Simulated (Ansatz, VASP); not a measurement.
## Cross-check of CdS (Greenockite) between VASP and Ansatz

One calculation is typed for both programs; each brings its own data sets and cutoff. How far apart do they land? The cell is taken from a series of VASP runs on this material, whose earlier steps may have relaxed, scaled or displaced it; both programs get it as it stands.

Calculated with Ansatz 0.2.0; plane waves, with VASP 6.6.1 beside it; band structure at LDA, single point at LDA and band structure at LDA, spin-orbit coupling.

### 1. Set-up

The structure is hexagonal, space group P6_3mc (No. 186). Conventional cell: a = 4.076 Å, b = 4.076 Å, c = 6.644 Å, α = 90.00°, β = 90.00°, γ = 120.00°. Nearest to Cd lie 4 S at 2.49 to 2.50 Å. Nearest to S lie 4 Cd at 2.49 to 2.50 Å. Farther neighbours and most contacts between anions are not listed.

Coordinates:

```xyz
4
Lattice="4.0760 0.0000 0.0000 -2.0380 3.5299 0.0000 0.0000 0.0000 6.6442" Properties=species:S:1:pos:R:3 pbc="T T T"
Cd    0.0000    2.3533    6.6413
Cd    2.0380    1.1766    3.3192
S     0.0000    2.3533    2.4945
S     2.0380    1.1766    5.8166
```

### 2. VASP: band structure, LDA

Levels along a path test the potential and the projectors away from the mesh points.

Lines of VASP's logs that name or quote its potential files are left out, and so is its time.

Input file INCAR:

```
SYSTEM = CdS
PREC = Accurate
ENCUT = 400
EDIFF = 1E-06
NELM = 100
ISMEAR = 0
SIGMA = 0.05
LREAL = .FALSE.
ALGO = Normal
GGA = CA
NBANDS = 32
LORBIT = 11
LWAVE = .FALSE.
LCHARG = .FALSE.
KPAR = 4
```

Input file POSCAR:

```
CdS
1.0
    4.0760154983      0.0000000000      0.0000000000
   -2.0380077491      3.5299329677      0.0000000000
    0.0000000000      0.0000000000      6.6442264195
Cd S
2 2
Direct
    0.3333333333      0.6666666667      0.9995662760
    0.6666666667      0.3333333333      0.4995662760
    0.3333333333      0.6666666667      0.3754337240
    0.6666666667      0.3333333333      0.8754337240
```

Input file KPOINTS:

```
Automatic mesh
0
Gamma
6 6 4
0 0 0
```

Input file KPOINTS_OPT:

```
Line mode
16
Line-mode
Reciprocal
  0.00000000   0.00000000   0.00000000 GAMMA
  0.50000000   0.00000000   0.00000000 M

  0.50000000   0.00000000   0.00000000 M
  0.33333333   0.33333333   0.00000000 K

  0.33333333   0.33333333   0.00000000 K
  0.00000000   0.00000000   0.00000000 GAMMA

  0.00000000   0.00000000   0.00000000 GAMMA
  0.00000000   0.00000000   0.50000000 A

  0.00000000   0.00000000   0.50000000 A
  0.50000000   0.00000000   0.50000000 L

  0.50000000   0.00000000   0.50000000 L
  0.33333333   0.33333333   0.50000000 H

  0.33333333   0.33333333   0.50000000 H
  0.00000000   0.00000000   0.50000000 A

  0.50000000   0.00000000   0.50000000 L
  0.50000000   0.00000000   0.00000000 M

  0.33333333   0.33333333   0.00000000 K
  0.33333333   0.33333333   0.50000000 H
```

PAW data sets: Cd and S (LDA family, release 64).

Run with:

```bash
mpirun -np 4 vasp_std
```

Numbers of over 12 decimals in the logs are rounded to 6 here.

The log of the run:

```text
[banner, memory and clock lines left out]
running    4 mpi-ranks, on    1 nodes
 distrk:  each k-point on    1 cores,    4 groups
 distr:  one band on    1 cores,    1 groups

 POSCAR found type information on POSCAR CdS
 POSCAR found :  2 types and       4 ions
 LDA part: xc-table for (Slater(with rela. corr.)+CA(PZ))
 , standard interpolation
 POSCAR, INCAR and KPOINTS ok, starting setup
 FFT: planning ... GRIDC
 FFT: planning ... GRID_SOFT
 FFT: planning ... GRID
 WAVECAR not read
 entering main loop
       N       E                     dE             d eps       ncg     rms          rms(c)
DAV:   1     0.218139842427E+03    0.21814E+03   -0.14909E+04  1352   0.846E+02
DAV:   2    -0.509534026939E+01   -0.22324E+03   -0.21317E+03  1520   0.254E+02
DAV:   3    -0.157583261539E+02   -0.10663E+02   -0.10610E+02  1664   0.582E+01
DAV:   4    -0.158401838181E+02   -0.81858E-01   -0.81844E-01  1496   0.496E+00
DAV:   5    -0.158413516419E+02   -0.11678E-02   -0.11678E-02  1656   0.566E-01    0.125E+01
DAV:   6    -0.148658736342E+02    0.97548E+00   -0.12753E+00  1904   0.120E+01    0.964E+00
DAV:   7    -0.148236378419E+02    0.42236E-01   -0.54950E-01  1640   0.360E+00    0.353E+00
DAV:   8    -0.148116789231E+02    0.11959E-01   -0.71379E-02  1520   0.229E+00    0.502E-01
DAV:   9    -0.148107326092E+02    0.94631E-03   -0.92147E-03  1576   0.110E+00    0.106E-01
DAV:  10    -0.148105780910E+02    0.15452E-03   -0.63007E-04  1568   0.279E-01    0.724E-02
DAV:  11    -0.148106084816E+02   -0.30391E-04   -0.19670E-04  1592   0.882E-02    0.247E-02
DAV:  12    -0.148105986103E+02    0.98713E-05   -0.52449E-05  1688   0.735E-02    0.155E-02
DAV:  13    -0.148105988974E+02   -0.28715E-06   -0.56141E-06  1576   0.168E-02
   1 F= -.14810599E+02 E0= -.14810599E+02  d E =-.374156E-14
 Start KPOINTS_OPT (optional k-point list driver)
k-point batch [1-21\144]
       N       E                     dE             ncg
DAV:   1     0.138705795358E+04   -0.10557E+05     1344
DAV:   2    -0.334900384835E+04   -0.47361E+04     1536
DAV:   3    -0.357654157328E+04   -0.22754E+03     1648
DAV:   4    -0.357823260834E+04   -0.16910E+01     1496
DAV:   5    -0.357825540901E+04   -0.22801E-01     1720
DAV:   6    -0.357825584743E+04   -0.43842E-03     1480
DAV:   7    -0.357825585790E+04   -0.10468E-04     1704
DAV:   8    -0.357825585813E+04   -0.23337E-06     1064
[...]
k-point batch [127-144\144]
       N       E                     dE             ncg
DAV:   1     0.393203511980E+04   -0.17886E+05     1152
DAV:   2    -0.492541304391E+02   -0.39813E+04     1312
DAV:   3    -0.229115977402E+03   -0.17986E+03     1408
DAV:   4    -0.230388791993E+03   -0.12728E+01     1360
DAV:   5    -0.230405669914E+03   -0.16878E-01     1424
DAV:   6    -0.230405979915E+03   -0.31000E-03     1368
DAV:   7    -0.230405986409E+03   -0.64947E-05     1432
DAV:   8    -0.230405986533E+03   -0.12380E-06     1048
```

From OUTCAR (step 2):

```text
ion  position               nearest neighbor table
   1  0.333  0.667  1.000-   4 2.49   4 2.49   4 2.49   3 2.50
   2  0.667  0.333  0.500-   3 2.49   3 2.49   3 2.49   4 2.50
   3  0.333  0.667  0.375-   2 2.49   2 2.49   2 2.49   1 2.50
   4  0.667  0.333  0.875-   1 2.49   1 2.49   1 2.49   2 2.50

  LATTYP: Found a hexagonal cell.
 ALAT       =     4.0760154983
 C/A-ratio  =     1.6300787920

 Subroutine GETGRP returns: Found 12 space group operations
 (whereof  6 operations were pure point group operations)

The static configuration has the point symmetry C_3v.
 The point group associated with its full space group is C_6v.

 Found     21 irreducible k-points:

   k-points           NKPTS =     21   k-points in BZ     NKDIM =     21   number of bands    NBANDS=     32

   dimension x,y,z NGX =    28 NGY =   28 NGZ =   48
   dimension x,y,z NGXF=    56 NGYF=   56 NGZF=   96

   ENCUT  =  400.0 eV  29.40 Ry    5.42 a.u.   6.65  6.65 10.84*2*pi/ulx,y,z

   NELECT =      36.0000    total number of electrons

 k-points in reciprocal lattice and weights: Automatic mesh
   0.00000000  0.00000000  0.00000000       0.007
   0.16666667 -0.00000000  0.00000000       0.042
   0.33333333 -0.00000000  0.00000000       0.042
   0.50000000 -0.00000000  0.00000000       0.021
   0.16666667  0.16666667  0.00000000       0.042
   0.33333333  0.16666667  0.00000000       0.083
   0.33333333  0.33333333  0.00000000       0.014
   0.00000000  0.00000000  0.25000000       0.014
   0.16666667 -0.00000000  0.25000000       0.083
[...]
0.33333333  0.16666667  0.50000000       0.083
   0.33333333  0.33333333  0.50000000       0.014

 average (electrostatic) potential at core
       1 -39.8632       2 -39.8632       3 -89.5873       4 -89.5873

 E-fermi :   1.7168

 k-point     1 :       0.0000    0.0000    0.0000
  band No.  band energies     occupation
    ...
     14       0.6311      2.00000
     15       0.6311      2.00000
     16       1.4028      2.00000
     17       1.4650      2.00000
     18       1.4650      2.00000
     19       2.5127      0.00000
     20       4.0947      0.00000
     21       7.7508      0.00000
     22       7.7508      0.00000
     23       8.0328      0.00000
    ...

 k-point     2 :       0.1667   -0.0000    0.0000
  band No.  band energies     occupation
    ...
     14      -0.4360      2.00000
     15       0.1693      2.00000
     16       0.2798      2.00000
     17       1.1799      2.00000
     18       1.2558      2.00000
     19       3.7179      0.00000
     20       5.0154      0.00000
     21       7.0052      0.00000
     22       8.0963      0.00000
     23       8.1398      0.00000
    ...

 k-point     3 :       0.3333   -0.0000    0.0000
  band No.  band energies     occupation
    ...
     14      -1.7657      2.00000
     15      -1.2751      2.00000
     16      -0.3247      2.00000
     17       0.5361      2.00000
     18       0.8369      2.00000
     19       4.7988      0.00000
     20       5.2816      0.00000
     21       6.6369      0.00000
     22       7.5344      0.00000
     23       8.3921      0.00000
    ...

  Total       -0.0054674     -0.0054674     -0.0055991     -0.0000000      0.0000000      0.0000000
  in kB       -0.0916319     -0.0916319     -0.0938394     -0.0000000      0.0000000      0.0000000
  external PRESSURE =      -0.0923677 kB  Pullay stress =       0.0000000 kB

  energy-cutoff  :      400.00
  volume of cell :       95.60
      direct lattice vectors                 reciprocal lattice vectors
     4.076015498  0.000000000  0.000000000     0.245337634  0.141645749  0.000000000
    -2.038007749  3.529932968  0.000000000     0.000000000  0.283291498  0.000000000
     0.000000000  0.000000000  6.644226419     0.000000000  0.000000000  0.150506611

 POSITION                                       TOTAL-FORCE (eV/Angst)
 -----------------------------------------------------------------------------------
     -0.00000      2.35329      6.64134         0.000000      0.000000     -0.002745
      2.03801      1.17664      3.31923         0.000000     -0.000000     -0.002745
     -0.00000      2.35329      2.49447         0.000000      0.000000      0.002745
      2.03801      1.17664      5.81658        -0.000000     -0.000000      0.002745
 -----------------------------------------------------------------------------------
    total drift:                               -0.000000      0.000000      0.000251

  FREE ENERGIE OF THE ION-ELECTRON SYSTEM (eV)
  ---------------------------------------------------
  free  energy   TOTEN  =       -14.8105988974 eV

  energy  without entropy=      -14.8105988974  energy(sigma->0) =      -14.81059890

 total charge
# of ion       s       p       d       tot
------------------------------------------
    1        0.448   0.357   9.551  10.355
    2        0.448   0.357   9.551  10.355
    3        1.322   2.393   0.000   3.715
    4        1.322   2.393   0.000   3.715
--------------------------------------------------
tot          3.538   5.500  19.101  28.140

[... 3 further parts left out ...]
```

The run ends at a pressure of -0.01 GPa, with forces up to 0.0027 eV/Å.

### 3. Ansatz: band structure, LDA

Ansatz runs on its default PAW (the set named soft_2) files.

The same cell, functional (in two slightly different forms), mesh and smearing now go to Ansatz, which takes its cutoff from its data sets.

Input file input.yaml:

```yaml
crystal:
  lattice:
    - [4.0760154983, 0.0, 0.0]
    - [-2.0380077491, 3.5299329677, 0.0]
    - [0.0, 0.0, 6.6442264195]
  atoms:
    - { symbol: Cd, position: [0.3333333333, 0.6666666667, 0.999566276] }
    - { symbol: Cd, position: [0.6666666667, 0.3333333333, 0.499566276] }
    - { symbol: S, position: [0.3333333333, 0.6666666667, 0.375433724] }
    - { symbol: S, position: [0.6666666667, 0.3333333333, 0.875433724] }
hamiltonian:
  xc: lda
  pseudopotentials: { kind: paw }
kpoints:
  mp_grid: { grid: [6, 6, 4] }
  band_path:
    path:
      - [0.0, 0.0, 0.0]
      - [0.13333, 0.0, 0.0]
      - [0.3, 0.0, 0.0]
      - [0.46667, 0.0, 0.0]
      - [0.46667, 0.06667, 0.0]
      - [0.41111, 0.17778, 0.0]
      - [0.35556, 0.28889, 0.0]
      - [0.28889, 0.28889, 0.0]
      - [0.17778, 0.17778, 0.0]
      - [0.06667, 0.06667, 0.0]
      - [0.0, 0.0, 0.03333]
      - [0.0, 0.0, 0.2]
      - [0.0, 0.0, 0.36667]
      - [0.0, 0.0, 0.5]
      - [0.16667, 0.0, 0.5]
      - [0.3, 0.0, 0.5]
      - [0.46667, 0.0, 0.5]
      - [0.46667, 0.06667, 0.5]
      - [0.41111, 0.17778, 0.5]
      - [0.35556, 0.28889, 0.5]
      - [0.28889, 0.28889, 0.5]
      - [0.17778, 0.17778, 0.5]
      - [0.06667, 0.06667, 0.5]
      - [0.5, 0.0, 0.46667]
      - [0.5, 0.0, 0.3]
      - [0.5, 0.0, 0.13333]
      - [0.33333, 0.33333, 0.0]
      - [0.33333, 0.33333, 0.16667]
      - [0.33333, 0.33333, 0.33333]
      - [0.33333, 0.33333, 0.5]
    npoints: 1
scf:
  occupations: { method: gaussian, width: 0.05 }
  n_extra_bands: 8
output:
  forces: true
  stress: true
  eigenvalues: true
  write_density: true
  write_potential: true
  elf: true
  volumetric_format: npy
```

Run with:

```bash
ansatz run input.yaml --threads 2 --pin off --max-ram 4608MiB --backend cpu --events-out ev --progress --plain --runs-dir out
```

The log of the run:

```text
scf.n_extra_bands = 8 over 26 filled bands (N_el = 52.0): the run solves 34 bands
Engine: ansatz 0.2.0, aarch64-unknown-linux-gnu
Pseudopotentials: kind: paw
Pseudopotential: Cd, paw, valence charge 20, recommended cutoff 420 eV (normal), Cd.paw.azcp
Pseudopotential: S, paw, valence charge 6, recommended cutoff 420 eV (normal), S.paw.azcp
Functional definition: SPW92
  exchange = slater_x
  correlation = pw_c
Crystal: 4 atoms, lattice volume = 95.598 Å³
Basis set: ecut = 420 eV, 1811 PW (Γ)
Bands: 34, of which v1, the nominal top of the filled ones, is band 26 counted from 1 (25 counted from 0)
Symmetry: 12 space group operations
Space group: P63mc (ITA 186), of the structure as read, at distance tolerance 4.6e-5 Å
k-points: 21 of 144 (time reversal used)
Non-local potential: Cd, projectors of the file, l = 0: 3, l = 1: 2, l = 2: 2, l = 3: 1
Non-local potential: S, projectors of the file, l = 0: 2, l = 1: 2, l = 2: 2
PAW form: soft (Blöchl's): semilocal exchange-correlation on the pseudo side does not see the compensation charge
PAW frozen core: Cd, regenerated for the run's functional, and the local potential with it (the file was generated under x = pbe(κ = 0.804, μ = 0.219515), c = pbe(β = 0.066725))
PAW frozen core: S, regenerated for the run's functional, and the local potential with it (the file was generated under x = pbe(κ = 0.804, μ = 0.219515), c = pbe(β = 0.066725))
PAW one-centre angular grid: Cd, 590 points (default); XC on 64 Gauss nodes
PAW one-centre angular grid: S, 110 points (default); XC on 64 Gauss nodes
Initial density: superposition of atomic densities (neutral atoms: chi_scale 0, normalization atom), corrected by the library's trained network
Initial wavefunctions: pseudopotential atomic-orbital guess
Functional: x = slater, c = lda
SCF iter   1: F=—  HF=-17977.311073 eV  |F-HF|=—  |Δ(HF+E_count)|=         —  Δρ=8.31e-3  dr2=6.20e-2  ethr=1.77e-3  ⟨swp⟩=6.1  Hψ=2906  notcnv=0  defer=11
preconditioner: auto → Resta (q_TF=auto, 2.465 Å⁻¹)  ε∞=4.4  [insulator: Δε(μ)=0.928 eV  Ē_g=12.310 eV  σ=0.050 eV  W_gap=1.00  n_scr=22 (ndim 8)  ℏωp=22.8 eV  f_vac=0.115  D(μ)=0.00/eV (n_scr^D=0)  ε∞_Penn≈4.4]
SCF iter   2: F=—  HF=-17977.294357 eV  |F-HF|=—  |Δ(HF+E_count)|=   1.67e-2  Δρ=3.40e-3  dr2=1.13e-2  ethr=1.19e-4  ⟨swp⟩=3.0  Hψ=1373  notcnv=0  defer=60
SCF iter   3: F=—  HF=-17977.291027 eV  |F-HF|=—  |Δ(HF+E_count)|=   3.33e-3  Δρ=9.53e-4  dr2=7.37e-4  ethr=2.17e-5  ⟨swp⟩=2.0  Hψ=763  notcnv=0  defer=60
SCF iter   4: F=—  HF=-17977.290894 eV  |F-HF|=—  |Δ(HF+E_count)|=   1.33e-4  Δρ=2.56e-4  dr2=7.78e-5  ethr=1.42e-6  ⟨swp⟩=2.2  Hψ=1032  notcnv=0  defer=60
SCF iter   5: F=—  HF=-17977.290885 eV  |F-HF|=—  |Δ(HF+E_count)|=   9.37e-6  Δρ=6.95e-5  dr2=5.61e-6  ethr=1.50e-7  ⟨swp⟩=2.7  Hψ=1124  notcnv=0  defer=60
SCF iter   6: F=—  HF=-17977.290888 eV  |F-HF|=—  |Δ(HF+E_count)|=   3.00e-6  Δρ=1.14e-5  dr2=1.92e-7  ethr=1.08e-8  ⟨swp⟩=2.0  Hψ=718  notcnv=0  defer=60
SCF iter   7: F=-17977.290888 eV  HF=-17977.290888 eV  |F-HF|=2.96e-9  |Δ(HF+E_count)|=   1.30e-7  Δρ=2.75e-6  dr2=7.77e-9  ethr=1.92e-10  ⟨swp⟩=11.8  Hψ=4436  notcnv=0
SCF 1 converged in 7 iterations: F = -17977.290888 eV  dr2 = 7.77e-9
  greatest PAW one-centre occupation: 1.000 electrons in one spin orbital (limit 2), on the Cd atom at site 1 (counted from 0), in its partial waves of l = 0
NSCF: frozen V_eff on 30 k-points
SCF converged after 7 iterations
Free energy (F): -17977.290888 eV
Harris-Foulkes:  -17977.290888 eV  (|F-HF|=2.96e-9)
Internal energy: -17977.290888 eV  (E = F + TS)
E sigma→0 (E₀):  -17977.290888 eV
Fermi energy:    7.682908 eV
--- Per-component energies (eV) ---
  E_band       = -1004.893926
  E_kinetic    = 1225.692827
  E_local      = -7934.088791  (includes V_loc(G=0)·N_el)
  E_nonlocal   = 140.826741
  E_hartree    = 3637.471628
  E_xc         = -543.847688
  E_vxc        = -618.662050  (∫ρ·V_xc dr)
  E_paw        = -9032.478416  (= ΣΔE_a)
  E_vpaw       = -1093.604114  (= ΣTr[D̂ρ^β])
  E_aug_tail   = 0.000026  (compensation charges beyond the density's cutoff)
  E_ewald      = -5472.706748
  E_core_change = 1.839533  (= ΣΔE_core)
  E_smearing   = -0.000000  (= −TS)
  E_closure    = 0.000000  (closes the sum)
  Σ components = -17977.290888   (vs F -17977.290888, Δ=0.00e0)
--- Forces (eV/Å), atoms counted from 1 ---
  atom   1  Cd    -0.00000000     0.00000000    -0.00383961
  atom   2  Cd     0.00000000    -0.00000000    -0.00383961
  atom   3  S      0.00000000     0.00000000     0.00384236
  atom   4  S     -0.00000000    -0.00000000     0.00384236
  max |Σ_I F_I| component: 5.51e-6 eV/Å
--- Stress (GPa, compression-positive) ---
       -0.134023       0.000000      -0.000000
        0.000000      -0.134023      -0.000000
       -0.000000       0.000000      -0.139808
  P = ⅓ Tr σ = -0.1360 GPa (-1.360 kbar)
--- Band table (eV; the first three rows and the last of 21) ---
  k-point 0: bands = [... 22 lower, 6.3411, 7.1091, 7.1721, 7.1721, 8.1920, 9.7804, 13.4417, 13.4417, ... 4 higher]
  k-point 1: bands = [... 22 lower, 6.4550, 6.4550, 7.0417, 7.0417, 9.1383, 9.8584, 13.2274, 13.5158, ... 4 higher]
  k-point 2: bands = [... 22 lower, 6.7401, 6.7401, 6.7401, 6.7401, 9.8730, 9.8730, 13.1517, 13.1517, ... 4 higher]
  k-point 20: bands = [... 22 lower, 4.4953, 4.4953, 5.9283, 5.9283, 11.4191, 11.4191, 13.0287, 13.0287, ... 4 higher]
```

Wall time 9.8 s (2 threads of Arm Neoverse N1, shared host); peak memory 0.35 GiB; 19 s of CPU time.

### 4. Comparison

Known differences besides the potentials themselves: the two LDA forms differ slightly; the data sets hold 52 valence electrons in Ansatz (default PAW (the set named soft_2) files) and 36 in VASP; the cutoff is 420 eV in Ansatz and 400 eV in VASP; VASP's log shows a relativistic correction to its local exchange, Ansatz's none. Total energies have different zeros and are not compared.

Compared:

```csv
quantity,Ansatz,VASP,difference
pressure (GPa),-0.14,-0.01,-0.13
gap over the path points (eV),1.020,1.048,-0.028
```

Levels at points of the path, from each program's valence-band top (eV; 4 filled, then empty):

```csv
k (reciprocal lattice),Ansatz,VASP
0.000 0.000 0.000,-0.83 -0.06 0.00 0.00 1.02 2.61 6.27,-0.83 -0.06 0.00 0.00 1.05 2.63 6.29
0.133 0.000 0.000,-1.07 -0.98 -0.20 -0.14 1.94 3.29 5.69,-1.07 -0.97 -0.20 -0.14 1.97 3.31 5.71
0.300 0.000 0.000,-2.50 -1.68 -0.78 -0.55 3.16 3.85 5.22,-2.50 -1.68 -0.78 -0.55 3.19 3.86 5.25
0.467 0.000 0.000,-2.92 -2.05 -1.42 -0.82 3.57 3.67 4.88,-2.93 -2.05 -1.43 -0.82 3.60 3.67 4.88
0.467 0.067 0.000,-2.89 -2.15 -1.48 -0.94 3.71 3.84 4.83,-2.90 -2.16 -1.48 -0.94 3.74 3.85 4.83
0.411 0.178 0.000,-2.99 -2.40 -1.63 -1.39 4.28 4.65 4.68,-3.00 -2.41 -1.64 -1.39 4.32 4.66 4.70
0.356 0.289 0.000,-3.35 -2.19 -1.90 -1.77 4.33 4.95 5.15,-3.37 -2.20 -1.90 -1.78 4.33 4.99 5.19
0.289 0.289 0.000,-3.21 -2.39 -1.69 -1.69 4.41 4.78 5.18,-3.22 -2.40 -1.70 -1.70 4.41 4.81 5.22
0.178 0.178 0.000,-2.71 -1.96 -0.84 -0.77 3.48 4.57 5.35,-2.71 -1.97 -0.84 -0.78 3.51 4.61 5.37
0.067 0.067 0.000,-1.07 -0.76 -0.17 -0.12 1.79 3.16 5.82,-1.07 -0.76 -0.17 -0.12 1.81 3.18 5.84
```

Among the levels compared at these points, filled levels agree within 13 meV and empty ones within 39 meV.

### 5. Other set-ups

Further runs change the set-up of one program: Ansatz's method, potentials or start, or VASP's data sets, cutoff or form of LDA. The table gives Ansatz less VASP for each quantity, since a change that brings one quantity closer may part another.

```csv
run,r.m.s. force difference (meV/Å),pressure (GPa),gap over the path points (eV)
as above,0.63,-0.13,-0.028
Ansatz's all-electron LAPW method,0.62,-0.10,-0.030
```

(Part 1 of 2 ends here.)

[Lines on the potential files, build, host, timing and source positions are cut from VASP's logs without a mark.]

[Logs are printed without paths, hosts, clocks, repeated set-up lines and the standing remarks that a program may print on its own settings, such as how far it seeks lower states.]

[Hosts, paths, dates, database ids (printed as entryN), source tags and the programs' standing remarks are cut or masked in the printed files.]
